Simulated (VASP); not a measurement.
# Ti (Fm-3m) in VASP: notebook, part 2 of 2

VASP 6.6.1.

## (4) Equation of state, PBE, 16.40 Å³/atom (volume scaled by 0.98)

INCAR reads:

```
SYSTEM = Ti
PREC     = Accurate       ! precision mode
ENCUT    = 520            ! plane-wave cutoff, eV
EDIFF    = 1E-7           ! SCF threshold, eV
ISMEAR   = -1             ! smearing method
SIGMA    = 0.05           ! smearing width, eV
LREAL    = .False.        ! projectors in reciprocal space
LASPH    = .True.         ! aspherical terms in the spheres
NELM     = 60             ! most SCF steps
ALGO     = Normal         ! electronic algorithm
ISIF     = 2              ! what is computed and relaxed
LWAVE    = .False.        ! write WAVECAR
LCHARG   = .False.        ! write CHGCAR
GGA      = PE             ! functional
NBANDS   = 12             ! bands
```

KPOINTS reads:

```
regular mesh
0
Gamma
  11 11 11
  0 0 0
```

POSCAR reads:

```
Ti
1.0
    0.0000000000      2.0163754284      2.0163754284
    2.0163754284      0.0000000000      2.0163754284
    2.0163754284      2.0163754284      0.0000000000
Ti
1
Direct
    0.0000000000      0.0000000000      0.0000000000
```

On the command line:

```console
> cat potpaw_PBE.64/Ti_sv/POTCAR > POTCAR
> mpirun -np 1 vasp_std > vasp.out
```

Run time: 22 s. Hardware: 1 thread of AMD EPYC 7R43 (Zen 3), shared host; peak memory 0.1 GiB.

The run converged. Its results:

```yaml
Free_energy: -7.7694 eV
Pressure: 6.3 GPa
Band_gap_on_the_k_mesh: none (metal or under the smearing width)
```

## (5) Equation of state, PBE, 17.07 Å³/atom (volume scaled by 1.02)

INCAR reads:

```
SYSTEM = Ti
PREC = Accurate
ENCUT = 520
EDIFF = 1E-7
ISMEAR = -1
SIGMA = 0.05
LREAL = .FALSE.
LASPH = .TRUE.
NELM = 80
ALGO = Normal
ISIF = 2
LWAVE = .FALSE.
LCHARG = .FALSE.
GGA = PE
NBANDS = 12
```

KPOINTS reads:

```
regular mesh
0
G
  11 11 11
  0 0 0
```

POSCAR reads:

```
Ti
1.0
    0.0000000000      2.0434441004      2.0434441004
    2.0434441004      0.0000000000      2.0434441004
    2.0434441004      2.0434441004      0.0000000000
Ti
1
Direct
    0.0000000000      0.0000000000      0.0000000000
```

On the command line:

```console
> cat potpaw_PBE.64/Ti_sv/POTCAR > POTCAR
> mpirun -np 1 vasp_std > vasp.out
```

It took 17 s on 1 thread of AMD EPYC 7R43 (Zen 3), shared host; peak memory 0.11 GiB.

The run converged. Its results:

```yaml
Free_energy: -7.7860 eV
Pressure: 1.6 GPa
Band_gap_on_the_k_mesh: none (metal or under the smearing width)
```

## (6) Equation of state, PBE, 17.40 Å³/atom (volume scaled by 1.04)

INCAR reads:

```
PREC = Accurate
ENCUT = 520
EDIFF = 1E-7
ISMEAR = -1
SIGMA = 0.05
LREAL = F
LASPH = T
NELM = 60
ALGO = Normal
ISIF = 2
LWAVE = F
LCHARG = F
GGA = PE
NBANDS = 12
```

KPOINTS reads:

```
Automatic mesh
0
Gamma
  11 11 11
```

POSCAR reads:

```
Ti
1.0
    0.0000000000      2.0567135898      2.0567135898
    2.0567135898      0.0000000000      2.0567135898
    2.0567135898      2.0567135898      0.0000000000
Ti
1
Direct
    0.0000000000      0.0000000000      0.0000000000
```

Potentials or basis: VASP PAW PBE potentials, release 64 (Ti_sv).

On the command line:

```console
> cat potpaw_PBE.64/Ti_sv/POTCAR > POTCAR
> mpirun -np 1 vasp_std > vasp.out
```

It took 26 s on 1 thread of AMD EPYC 7R43 (Zen 3), shared host; peak memory 0.1 GiB.

The run converged. Its results:

```yaml
Free_energy: -7.7872 eV
Pressure: -0.5 GPa
Band_gap_on_the_k_mesh: none (metal or under the smearing width)
```

## (7) Equation of state, PBE, 17.73 Å³/atom (volume scaled by 1.06)

INCAR reads:

```
ALGO = Normal
EDIFF = 1E-7
ENCUT = 520
GGA = PE
ISIF = 2
ISMEAR = -1
LASPH = True
LCHARG = False
LREAL = False
LWAVE = False
NBANDS = 12
NELM = 100
PREC = Accurate
SIGMA = 0.05
```

KPOINTS reads:

```
k-points
0
Gamma
  11 11 11
```

POSCAR reads:

```
Ti
1.0
    0.0000000000      2.0698140295      2.0698140295
    2.0698140295      0.0000000000      2.0698140295
    2.0698140295      2.0698140295      0.0000000000
Ti
1
Direct
    0.0000000000      0.0000000000      0.0000000000
```

On the command line:

```console
> cat potpaw_PBE.64/Ti_sv/POTCAR > POTCAR
> mpirun -np 1 vasp_std > vasp.out
```

It took 26 s on 1 thread of AMD EPYC 7R43 (Zen 3), shared host; peak memory 0.1 GiB.

Results (log left out):

| Property | Result |
| --- | --- |
| Free energy | -7.7842 eV |
| Pressure | -2.4 GPa |
| Band gap on the k mesh | none (metal or under the smearing width) |

## (8) Equation of state, PBE

Potentials or basis: VASP PAW PBE potentials, release 64 (Ti_sv).

This step only gathers the single runs of the series.

Results:

| Property | Result |
| --- | --- |
| Equilibrium volume | 17.33 Å³/atom |
| Bulk modulus | 106 GPa |
| Pressure derivative of the bulk modulus | 3.5 |

Energy against volume, from the lowest point:
| volume (Å³/atom) | energy (meV/atom) |
| --- | --- |
| 15.727 | 56.09 |
| 16.062 | 33.94 |
| 16.396 | 17.74 |
| 16.731 | 6.99 |
| 17.065 | 1.21 |
| 17.400 | 0.00 |
| 17.735 | 2.97 |

## (9) Equation of state, PBEsol, 15.73 Å³/atom (volume scaled by 0.94)

INCAR reads:

```
  ALGO = Normal
  EDIFF = 1E-7
  ENCUT = 520
  GGA = PS
  ISIF = 2
  ISMEAR = -1
  LASPH = T
  LCHARG = F
  LREAL = F
  LWAVE = F
  NBANDS = 12
  NELM = 80
  PREC = Accurate
  SIGMA = 0.05
```

KPOINTS is that of step 7.

POSCAR reads:

```
Ti
1.0
    0.0000000000      1.9885598007      1.9885598007
    1.9885598007      0.0000000000      1.9885598007
    1.9885598007      1.9885598007      0.0000000000
Ti
1
Direct
    0.0000000000      0.0000000000      0.0000000000
```

Potentials or basis: VASP PAW PBE potentials, release 64 (Ti_sv).

On the command line:

```console
> cat potpaw_PBE.64/Ti_sv/POTCAR > POTCAR
> mpirun -np 1 vasp_std > vasp.out
```

It took 9.7 s on 1 thread of Intel Xeon Platinum 8259CL at 2.50GHz (Skylake/Cascade Lake), shared host; peak memory 0.14 GiB.

It converged, with:

```yaml
Free_energy: -8.2753 eV
Pressure: 6.8 GPa
Band_gap_on_the_k_mesh: none (metal or under the smearing width)
```

Caveat: the PAW data sets were made with another functional, which shifts forces and pressure a little.

## (10) Equation of state, PBEsol, 16.06 Å³/atom (volume scaled by 0.96)

INCAR is that of step 9.

KPOINTS is that of step 9.

POSCAR reads:

```
Ti
1.0
    0.0000000000      2.0025642044      2.0025642044
    2.0025642044      0.0000000000      2.0025642044
    2.0025642044      2.0025642044      0.0000000000
Ti
1
Direct
    0.0000000000      0.0000000000      0.0000000000
```

On the command line:

```console
> cat potpaw_PBE.64/Ti_sv/POTCAR > POTCAR
> mpirun -np 1 vasp_std > vasp.out
```

Wall time 10 s (1 thread of Intel Xeon Platinum 8259CL at 2.50GHz (Skylake/Cascade Lake), shared host); peak memory 0.14 GiB.

Results (log left out):

```
Free energy            : -8.2867 eV
Pressure               : 4.0 GPa
Band gap on the k mesh : none (metal or under the smearing width)
```

Caveat: the PAW data sets were made with another functional, which shifts forces and pressure a little.

## (11) Equation of state, PBEsol, 16.40 Å³/atom (volume scaled by 0.98)

INCAR is that of step 10.

KPOINTS is that of step 10.

POSCAR reads:

```
Ti
1.0
    0.0000000000      2.0163754284      2.0163754284
    2.0163754284      0.0000000000      2.0163754284
    2.0163754284      2.0163754284      0.0000000000
Ti
1
Direct
    0.0000000000      0.0000000000      0.0000000000
```

On the command line:

```console
> cat potpaw_PBE.64/Ti_sv/POTCAR > POTCAR
> mpirun -np 1 vasp_std > vasp.out
```

Wall time 10 s (1 thread of Intel Xeon Platinum 8259CL at 2.50GHz (Skylake/Cascade Lake), shared host); peak memory 0.14 GiB.

Results (log left out):

```yaml
Free_energy: -8.2926 eV
Pressure: 1.5 GPa
Band_gap_on_the_k_mesh: none (metal or under the smearing width)
```

Caveat: the PAW data sets were made with another functional, which shifts forces and pressure a little.

## (12) Equation of state, PBEsol, 17.07 Å³/atom (volume scaled by 1.02)

INCAR is that of step 11.

KPOINTS is that of step 11.

POSCAR reads:

```
Ti
1.0
    0.0000000000      2.0434441004      2.0434441004
    2.0434441004      0.0000000000      2.0434441004
    2.0434441004      2.0434441004      0.0000000000
Ti
1
Direct
    0.0000000000      0.0000000000      0.0000000000
```

Potentials or basis: VASP PAW PBE potentials, release 64 (Ti_sv).

On the command line:

```console
> cat potpaw_PBE.64/Ti_sv/POTCAR > POTCAR
> mpirun -np 1 vasp_std > vasp.out
```

It took 10 s on 1 thread of Intel Xeon Platinum 8259CL at 2.50GHz (Skylake/Cascade Lake), shared host; peak memory 0.14 GiB.

The run converged. Its results:

| Property | Result |
| --- | --- |
| Free energy | -8.2895 eV |
| Pressure | -2.9 GPa |
| Band gap on the k mesh | none (metal or under the smearing width) |

Caveat: the PAW data sets were made with another functional, which shifts forces and pressure a little.

## (13) Equation of state, PBEsol, 17.40 Å³/atom (volume scaled by 1.04)

INCAR is that of step 12.

KPOINTS is that of step 12.

POSCAR reads:

```
Ti
1.0
    0.0000000000      2.0567135898      2.0567135898
    2.0567135898      0.0000000000      2.0567135898
    2.0567135898      2.0567135898      0.0000000000
Ti
1
Direct
    0.0000000000      0.0000000000      0.0000000000
```

On the command line:

```console
> cat potpaw_PBE.64/Ti_sv/POTCAR > POTCAR
> mpirun -np 1 vasp_std > vasp.out
```

It took 9.7 s on 1 thread of Intel Xeon Platinum 8259CL at 2.50GHz (Skylake/Cascade Lake), shared host; peak memory 0.14 GiB.

Results (log left out):

```yaml
Free_energy: -8.2815 eV
Pressure: -4.9 GPa
Band_gap_on_the_k_mesh: none (metal or under the smearing width)
```

Caveat: the PAW data sets were made with another functional, which shifts forces and pressure a little.

## (14) Equation of state, PBEsol, 17.73 Å³/atom (volume scaled by 1.06)

INCAR is that of step 13.

KPOINTS is that of step 13.

POSCAR reads:

```
Ti
1.0
    0.0000000000      2.0698140295      2.0698140295
    2.0698140295      0.0000000000      2.0698140295
    2.0698140295      2.0698140295      0.0000000000
Ti
1
Direct
    0.0000000000      0.0000000000      0.0000000000
```

On the command line:

```console
> cat potpaw_PBE.64/Ti_sv/POTCAR > POTCAR
> mpirun -np 1 vasp_std > vasp.out
```

Wall time 9.8 s (1 thread of Intel Xeon Platinum 8259CL at 2.50GHz (Skylake/Cascade Lake), shared host); peak memory 0.14 GiB.

Results (log left out):

```yaml
Free_energy: -8.2696 eV
Pressure: -6.6 GPa
Band_gap_on_the_k_mesh: none (metal or under the smearing width)
```

Caveat: the PAW data sets were made with another functional, which shifts forces and pressure a little.

## (15) Equation of state, PBEsol

Potentials or basis: VASP PAW PBE potentials, release 64 (Ti_sv).

No new run: the results of the series are fitted here.

Results:

- Equilibrium volume: 16.62 Å³/atom
- Bulk modulus: 113 GPa
- Pressure derivative of the bulk modulus: 3.5

Energy against volume, from the lowest point:
| volume (Å³/atom) | energy (meV/atom) |
| --- | --- |
| 15.727 | 18.02 |
| 16.062 | 6.63 |
| 16.396 | 0.78 |
| 16.731 | 0.00 |
| 17.065 | 3.83 |
| 17.400 | 11.87 |
| 17.735 | 23.77 |

Caveat: the PAW data sets were made with another functional, which shifts forces and pressure a little.
